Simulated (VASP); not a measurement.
# ZrH (I-4m2) in VASP: notebook

Runs on ZrH. Level: r2SCAN. Tasks: single point.

Program: VASP 6.6.1. These are calculated values, not measurements. Logs are shortened: lines on timing, memory, paths and dates and some standing lists are left out, and cuts for length are marked.

### 1 The structure

Symmetry: I-4m2, No. 119, tetragonal system. The conventional cell has a = 3.288 Å, b = 3.288 Å, c = 5.009 Å, α = 90.00°, β = 90.00°, γ = 90.00°. Zr (site symmetry -4m2) is surrounded by 4 H at 2.07 Å. H (site symmetry -4m2) has 4 Zr at 2.07 Å as nearest neighbours.

The cell comes from a database or a generator and needn't be the stable form of this composition.

### 2 Single point, r2SCAN

The input, INCAR:

```
SYSTEM = ZrH
PREC = Accurate
ENCUT = 500
EDIFF = 1E-6
ISMEAR = 0
SIGMA = 0.05
LREAL = .FALSE.
LASPH = .TRUE.
NELM = 100
ALGO = Normal
ISIF = 2
LWAVE = .FALSE.
LCHARG = .FALSE.
METAGGA = R2SCAN
LMIXTAU = .TRUE.
NBANDS = 14
ADDGRID = .FALSE.
```

The input, KPOINTS:

```
Automatic mesh
0
G
  3 3 3
  0 0 0
```

The input, POSCAR:

```
ZrH
1.0
   -1.6439080000      1.6439080000      2.5043990000
    1.6439080000     -1.6439080000      2.5043990000
    1.6439080000      1.6439080000     -2.5043990000
Zr H
1 1
Direct
    0.0000000000      0.0000000000      0.0000000000
    0.7500000000      0.2500000000      0.5000000000
```

Potentials or basis: VASP PAW PBE potentials, release 64 (Zr_sv, H_s).

Command:

```console
cat potpaw_PBE.64/Zr_sv/POTCAR potpaw_PBE.64/H_s/POTCAR > POTCAR
mpirun -np 1 vasp_std > vasp.out
```

OUTCAR:

```text
SYSTEM = ZrH
   PREC = Accurate
   ENCUT = 500
   EDIFF = 1E-6
   ISMEAR = 0
   LREAL = .FALSE.
   LASPH = .TRUE.
   NELM = 100
   ISIF = 2
   METAGGA = R2SCAN

 Found      6 irreducible k-points:

 Following reciprocal coordinates:
            Coordinates               Weight
  0.000000  0.000000  0.000000      1.000000
  0.333333  0.000000  0.000000      8.000000
  0.333333  0.333333  0.000000      8.000000
 -0.333333  0.333333  0.000000      4.000000
 -0.333333  0.333333  0.333333      4.000000
 -0.333333 -0.333333  0.333333      2.000000
   k-points           NKPTS =      6   k-points in BZ     NKDIM =      6   number of bands    NBANDS=     14
   number of dos      NEDOS =    301   number of ions     NIONS =      2
   total plane-waves  NPLWV =  21952
   dimension x,y,z NGX =    28 NGY =   28 NGZ =   28
   dimension x,y,z NGXF=    56 NGYF=   56 NGZF=   56
   ions per type =               1   1
   NGX,Y,Z   is equivalent  to a cutoff of  13.62, 13.62, 13.62 a.u.
   NGXF,Y,Z  is equivalent  to a cutoff of  27.24, 27.24, 27.24 a.u.
 SYSTEM =  ZrH
   PREC   = accura    normal or accurate (medium, high low for compatibility)
   ISTART =      0    job   : 0-new  1-cont  2-samecut
   ICHARG =      2    charge: 1-file 2-atom 10-const
   ISPIN  =      1    spin polarized calculation?
   LNONCOLLINEAR =      F non collinear calculations
   LSORBIT =      F    spin-orbit coupling
   LASPH  =      T    aspherical Exc in radial PAW
   ENCUT  =  500.0 eV  36.75 Ry    6.06 a.u.   6.23  6.23  6.23*2*pi/ulx,y,z
   NELM   =    100;   NELMIN=  2; NELMDL= -5     # of ELM steps
   EDIFF  = 0.1E-05   stopping-criterion for ELM
   LREAL  =      F    real-space projection
   EDIFFG = 0.1E-04   stopping-criterion for IOM
   NSW    =      0    number of steps for IOM
   IBRION =     -1    ionic relax: 0-MD 1-quasi-New 2-CG
   NFREE  =      0    steps in history (QN), initial steepest desc. (CG)
   ISIF   =      2    stress and relaxation
   ISYM   =      2    0-nonsym 1-usesym 2-fastsym
   POTIM  = 0.5000    time-step for ionic-motion
   TEBEG  =    0.0;   TEEND  =   0.0 temperature during run
   PSTRESS=    0.0 pullay stress
   NELECT =      13.0000    total number of electrons
   NUPDOWN=      -1.0000    fix difference up-down
   EMIN   =  10.00;   EMAX   =-10.00  energy-range for DOS
   EFERMI =   0.00;   METHOD = LEGACY
   ISMEAR =     0;   SIGMA  =   0.05  broadening in eV -4-tet -1-fermi 0-gaus
   EFERMI_NEDOS =   21; number of points for ismear=-14 and -15
   IALGO  =     38    algorithm
   IMIX   =      4    mixing-type and parameters
     AMIX     =   0.40;   BMIX     =  1.00
     AMIX_MAG =   1.60;   BMIX_MAG =  1.00
  volume/ion in A,a.u.               =      13.54        91.35
  Fermi-wavevector in a.u.,A,eV,Ry     =   1.281985  2.422601 22.360995  1.643487
  Thomas-Fermi vector in A             =   2.414323
   LORBIT       =      0    0 simple, 1 ext, 2 COOP (PROOUT), +10 PAW based schemes
   METAGGA = R2SCAN    functional components
   LHFCALC =     F    Hartree Fock is set to
   AEXX    =    0.0000 exact exchange contribution
   IVDW    =     0    specifies the selected vdW correction
   LEPSILON=     F    determine dielectric tensor
   LRPA    =     F    only Hartree local field effects (RPA)
 non-spin polarized calculation
 Gauss-broadening in eV      SIGMA  =   0.05
  energy-cutoff  :      500.00
  volume of cell :       27.07
 maximum number of plane-waves:       713
 NGX is ok and might be reduce to    28
   NGX = 13   NGY = 13   NGZ = 13

 number of electron      12.9999999 magnetization

 Free energy of the ion-electron system (eV)
  ---------------------------------------------------
  ext. energy  EPLUGINS =         0.00000000
  ---------------------------------------------------
  free energy    TOTEN  =       -27.08100114 eV

  energy without entropy =      -27.07995634  energy(sigma->0) =      -27.08047874

 E-fermi :   7.9563     XC(G=0): -11.6686

 val. band max:        7.6183753157   @ k =  -0.3333  -0.3333   0.3333
 cond. band min:       7.9562645816   @ k =   0.0000   0.0000   0.0000
 fundamental gap:      0.3378892659
 Fermi energy:         7.9562645815

 k-point     1 :       0.0000    0.0000    0.0000
  band No.  band energies     occupation
      1     -42.9846      2.00000
      2     -19.9719      2.00000
      3     -19.9501      2.00000
      4     -19.9501      2.00000
      5      -0.6325      2.00000
      6       7.9563      1.00000
      7       8.6565      0.00000
      8       8.6565      0.00000
      9      10.2337      0.00000
     10      11.3319      0.00000
     11      11.6998      0.00000
     12      20.7260      0.00000
     13      22.4536      0.00000
     14      22.4536      0.00000

 k-point     2 :       0.3333    0.0000    0.0000
  band No.  band energies     occupation
      1     -42.9204      2.00000
      2     -20.4729      2.00000
      3     -20.0520      2.00000
      4     -19.9899      2.00000
      5       0.9616      2.00000
      6       6.5717      2.00000
      7       8.2668      0.00000
      8       9.0447      0.00000
      9      11.3067      0.00000
     10      11.3545      0.00000
     11      14.7658      0.00000
     12      17.8075      0.00000
     13      23.0140      0.00000
     14      23.6864      0.00000

 k-point     3 :       0.3333    0.3333    0.0000
  band No.  band energies     occupation
      1     -42.8743      2.00000
      2     -20.4398      2.00000
      3     -20.3783      2.00000
      4     -20.1309      2.00000
      5       1.8983      2.00000
      6       6.3535      2.00000
      7       7.3495      2.00000
      8      10.1453      0.00000
      9      11.2883      0.00000
     10      13.2202      0.00000
     11      15.4728      0.00000
     12      17.5679      0.00000
     13      19.9914      0.00000
     14      20.5031      0.00000

 k-point     4 :      -0.3333    0.3333    0.0000
  band No.  band energies     occupation
      1     -42.8925      2.00000
      2     -20.4579      2.00000
      3     -20.1851      2.00000
      4     -20.1181      2.00000
      5       1.5211      2.00000
      6       5.3900      2.00000
      7       8.2310      0.00000
      8      10.5266      0.00000
      9      10.7164      0.00000
     10      11.7751      0.00000
     11      17.9343      0.00000
     12      18.4659      0.00000
     13      19.5271      0.00000
     14      21.7909      0.00000

 k-point     5 :      -0.3333    0.3333    0.3333
  band No.  band energies     occupation
      1     -42.8843      2.00000
      2     -20.4472      2.00000
      3     -20.3815      2.00000
      4     -20.0572      2.00000
      5       1.9205      2.00000
      6       6.3951      2.00000
      7       7.0781      2.00000
      8      10.3266      0.00000
      9      11.5477      0.00000
     10      13.7554      0.00000
     11      15.1050      0.00000
     12      16.5986      0.00000
     13      19.7035      0.00000
     14      21.1353      0.00000

 k-point     6 :      -0.3333   -0.3333    0.3333
  band No.  band energies     occupation
      1     -42.9130      2.00000
      2     -20.4535      2.00000
      3     -20.0845      2.00000
      4     -20.0845      2.00000
      5       1.4715      2.00000
      6       5.2888      2.00000
      7       7.6184      2.00000
      8      10.9546      0.00000
      9      10.9546      0.00000
     10      12.1499      0.00000
     11      17.2958      0.00000
     12      19.3124      0.00000
     13      19.3124      0.00000
     14      20.5659      0.00000

------------------------ aborting loop because EDIFF is reached ----------------------------------------

  FORCE on cell =-STRESS in cart. coord.  units (eV):
  Direction    XX          YY          ZZ          XY          YZ          ZX
  --------------------------------------------------------------------------------------
  -------------------------------------------------------------------------------------
  Total       -0.1227593     -0.1227593     -0.0575802      0.0000000     -0.0000000      0.0000000
  in kB       -7.2651794     -7.2651794     -3.4077329      0.0000000     -0.0000000      0.0000000
  external PRESSURE =      -5.9793639 kB  Pullay stress =       0.0000000 kB

 VOLUME and BASIS-vectors are now :
 -----------------------------------------------------------------------------
  energy-cutoff  :      500.00
  volume of cell :       27.07
      direct lattice vectors                 reciprocal lattice vectors
    -1.643908000  1.643908000  2.504399000     0.000000000  0.304153274  0.199648698
     1.643908000 -1.643908000  2.504399000     0.304153274  0.000000000  0.199648698
     1.643908000  1.643908000 -2.504399000     0.304153274  0.304153274  0.000000000

 POSITION                                       TOTAL-FORCE (eV/Angst)
 -----------------------------------------------------------------------------------
      0.00000      0.00000      0.00000         0.000000     -0.000000     -0.000000
     -0.00000      1.64391      1.25220        -0.000000      0.000000      0.000000
 -----------------------------------------------------------------------------------
    total drift:                               -0.000000      0.000000      0.000000

  FREE ENERGIE OF THE ION-ELECTRON SYSTEM (eV)
  ---------------------------------------------------
  free  energy   TOTEN  =       -27.0810011381 eV

  energy  without entropy=      -27.0799563426  energy(sigma->0) =      -27.08047874
```

Run time: 15 s. Hardware: 1 thread of Intel Xeon 6975P-C (Granite Rapids), shared host; peak memory 0.16 GiB.

The run converged, but some of its settings lie outside the range that counts as converged, so its numbers aren't taken as properties of the crystal.

What came out:

| Property | Result |
| --- | --- |
| Free energy | -27.0810 eV |
| Pressure | -0.6 GPa |
| Band gap on the k mesh | none (metal or under the smearing width) |

Caveat: the k mesh is coarse (spacing up to 0.90 Å⁻¹), so the values aren't converged; the PAW data sets were made with another functional, which shifts forces and pressure a little.

### 3 Single point, r2SCAN

Edit INCAR of step 2 so:

```diff
@@ -2,3 +2,3 @@
 PREC = Accurate
-ENCUT = 500
+ENCUT = 300
 EDIFF = 1E-6
```

The input, KPOINTS:

```
Automatic mesh
0
G
  4 4 4
  0 0 0
```

POSCAR is that of step 2.

Potentials or basis: VASP PAW PBE potentials, release 64 (Zr_sv, H_s).

Command:

```console
cat potpaw_PBE.64/Zr_sv/POTCAR potpaw_PBE.64/H_s/POTCAR > POTCAR
mpirun -np 1 vasp_std > vasp.out
```

OUTCAR:

```text
SYSTEM = ZrH
   PREC = Accurate
   ENCUT = 300
   EDIFF = 1E-6
   ISMEAR = 0
   LREAL = .FALSE.
   LASPH = .TRUE.
   NELM = 100
   ISIF = 2
   METAGGA = R2SCAN

 Found     13 irreducible k-points:

 Following reciprocal coordinates:
            Coordinates               Weight
  0.000000  0.000000  0.000000      1.000000
  0.250000  0.000000  0.000000      8.000000
  0.500000  0.000000  0.000000      4.000000
  0.250000  0.250000  0.000000      8.000000
  0.500000  0.250000 -0.000000     16.000000
 -0.250000  0.250000  0.000000      4.000000
   k-points           NKPTS =     13   k-points in BZ     NKDIM =     13   number of bands    NBANDS=     14
   number of dos      NEDOS =    301   number of ions     NIONS =      2
   total plane-waves  NPLWV =   8000
   dimension x,y,z NGX =    20 NGY =   20 NGZ =   20
   dimension x,y,z NGXF=    40 NGYF=   40 NGZF=   40
   ions per type =               1   1
   NGX,Y,Z   is equivalent  to a cutoff of   9.73,  9.73,  9.73 a.u.
   NGXF,Y,Z  is equivalent  to a cutoff of  19.46, 19.46, 19.46 a.u.
 SYSTEM =  ZrH
   PREC   = accura    normal or accurate (medium, high low for compatibility)
   ISTART =      0    job   : 0-new  1-cont  2-samecut
   ICHARG =      2    charge: 1-file 2-atom 10-const
   ISPIN  =      1    spin polarized calculation?
   LNONCOLLINEAR =      F non collinear calculations
   LSORBIT =      F    spin-orbit coupling
   LASPH  =      T    aspherical Exc in radial PAW
[... 71 lines left out ...]
     12      20.7332      0.00000
     13      22.4573      0.00000
     14      22.4573      0.00000
[... 71 lines left out ...]
      1     -42.8276      2.00000
      2     -20.2251      2.00000
      3     -20.0326      2.00000
      4     -19.9909      2.00000
      5       0.9712      2.00000
      6       5.9069      2.00000
      7       8.9128      0.00000
      8       9.5763      0.00000
      9       9.7306      0.00000
     10      11.3522      0.00000
     11      16.3670      0.00000
     12      20.5594      0.00000
     13      21.3321      0.00000
     14      21.6991      0.00000

 [... further k-points ...]

------------------------ aborting loop because EDIFF is reached ----------------------------------------

  FORCE on cell =-STRESS in cart. coord.  units (eV):
  Direction    XX          YY          ZZ          XY          YZ          ZX
  --------------------------------------------------------------------------------------
  -------------------------------------------------------------------------------------
  Total       -0.2892055     -0.2892055     -0.6711993      0.0000000      0.0000000      0.0000000
  in kB      -17.1158529    -17.1158529    -39.7231384      0.0000000      0.0000000      0.0000000
  external PRESSURE =     -24.6516147 kB  Pullay stress =       0.0000000 kB

 VOLUME and BASIS-vectors are now :
 -----------------------------------------------------------------------------
  energy-cutoff  :      300.00
  volume of cell :       27.07
      direct lattice vectors                 reciprocal lattice vectors
    -1.643908000  1.643908000  2.504399000     0.000000000  0.304153274  0.199648698
     1.643908000 -1.643908000  2.504399000     0.304153274  0.000000000  0.199648698
     1.643908000  1.643908000 -2.504399000     0.304153274  0.304153274  0.000000000

 POSITION                                       TOTAL-FORCE (eV/Angst)
 -----------------------------------------------------------------------------------
      0.00000      0.00000      0.00000         0.000000     -0.000000     -0.000000
     -0.00000      1.64391      1.25220        -0.000000      0.000000      0.000000
 -----------------------------------------------------------------------------------
    total drift:                                0.000000     -0.000000      0.000000

  FREE ENERGIE OF THE ION-ELECTRON SYSTEM (eV)
  ---------------------------------------------------
  free  energy   TOTEN  =       -26.9724152912 eV

  energy  without entropy=      -26.9651888761  energy(sigma->0) =      -26.96880208
```

OSZICAR:

```text
N       E                     dE             d eps       ncg     rms          rms(c)
DAV:   1     0.393486776273E+02    0.39349E+02   -0.51139E+03   364   0.604E+02
DAV:   2    -0.322757657124E+02   -0.71624E+02   -0.69422E+02   484   0.213E+02
DAV:   3    -0.340635318346E+02   -0.17878E+01   -0.17719E+01   514   0.285E+01
[... 16 lines left out ...]
DAV:  20    -0.269724192788E+02   -0.59978E-05   -0.23602E-07   236   0.467E-03    0.496E-02
DAV:  21    -0.269724110781E+02    0.82007E-05   -0.29771E-05   442   0.499E-02    0.863E-03
DAV:  22    -0.269724179134E+02   -0.68354E-05   -0.17136E-06   400   0.103E-02    0.230E-03
DAV:  23    -0.269724148766E+02    0.30368E-05   -0.13063E-07   182   0.351E-03    0.207E-03
DAV:  24    -0.269724152912E+02   -0.41463E-06   -0.76374E-08   182   0.258E-03
   1 F= -.26972415E+02 E0= -.26968802E+02  d E =-.722642E-02
```

Wall time 13 s (1 thread of Intel Xeon 6975P-C (Granite Rapids), shared host); peak memory 0.12 GiB.

These settings aren't checked as converged: the numbers below hold their error.

What came out:

```yaml
Free_energy: -26.9724 eV
Pressure: -2.5 GPa
Band_gap_on_the_k_mesh: none (metal or under the smearing width)
```

Caveat: the k mesh is coarse (spacing up to 0.68 Å⁻¹), so the values aren't converged; the PAW data sets were made with another functional, which shifts forces and pressure a little.

### 4 Single point, r2SCAN

Edit INCAR of step 3 so:

```diff
@@ -2,3 +2,3 @@
 PREC = Accurate
-ENCUT = 300
+ENCUT = 600
 EDIFF = 1E-6
```

The input, KPOINTS:

```
Automatic mesh
0
G
  3 3 3
  0 0 0
```

POSCAR is that of step 3.

Command:

```console
cat potpaw_PBE.64/Zr_sv/POTCAR potpaw_PBE.64/H_s/POTCAR > POTCAR
mpirun -np 1 vasp_std > vasp.out
```

Run time: 13 s. Hardware: 1 thread of Intel Xeon 6975P-C (Granite Rapids), shared host; peak memory 0.16 GiB.

The run converged, but some of its settings lie outside the range that counts as converged, so its numbers aren't taken as properties of the crystal.

What came out:

- Free energy: -27.0791 eV
- Pressure: -0.5 GPa
- Band gap on the k mesh: none (metal or under the smearing width)

Caveat: the k mesh is coarse (spacing up to 0.90 Å⁻¹), so the values aren't converged; the PAW data sets were made with another functional, which shifts forces and pressure a little.

### 5 Single point, r2SCAN

Edit INCAR of step 4 so:

```diff
@@ -2,3 +2,3 @@
 PREC = Accurate
-ENCUT = 600
+ENCUT = 350
 EDIFF = 1E-6
```

The input, KPOINTS:

```
Automatic mesh
0
G
  4 4 4
  0 0 0
```

POSCAR is that of step 4.

Command:

```console
cat potpaw_PBE.64/Zr_sv/POTCAR potpaw_PBE.64/H_s/POTCAR > POTCAR
mpirun -np 1 vasp_std > vasp.out
```

It took 12 s on 1 thread of Intel Xeon 6975P-C (Granite Rapids), shared host; peak memory 0.13 GiB.

These settings aren't checked as converged: the numbers below hold their error.

What came out:

```
Free energy            : -26.9667 eV
Pressure               : -2.3 GPa
Band gap on the k mesh : none (metal or under the smearing width)
```

Caveat: the k mesh is coarse (spacing up to 0.68 Å⁻¹), so the values aren't converged; the PAW data sets were made with another functional, which shifts forces and pressure a little.

### 6 Single point, r2SCAN

Edit INCAR of step 5 so:

```diff
@@ -2,3 +2,3 @@
 PREC = Accurate
-ENCUT = 350
+ENCUT = 400
 EDIFF = 1E-6
```

KPOINTS is that of step 5.

POSCAR is that of step 5.

Potentials or basis: VASP PAW PBE potentials, release 64 (Zr_sv, H_s).

Command:

```console
cat potpaw_PBE.64/Zr_sv/POTCAR potpaw_PBE.64/H_s/POTCAR > POTCAR
mpirun -np 1 vasp_std > vasp.out
```

It took 10 s on 1 thread of Intel Xeon 6975P-C (Granite Rapids), shared host; peak memory 0.14 GiB.

These settings aren't checked as converged: the numbers below hold their error.

Results:

- Free energy: -26.9684 eV
- Pressure: -2.3 GPa
- Band gap on the k mesh: none (metal or under the smearing width)

Caveat: the k mesh is coarse (spacing up to 0.68 Å⁻¹), so the values aren't converged; the PAW data sets were made with another functional, which shifts forces and pressure a little.
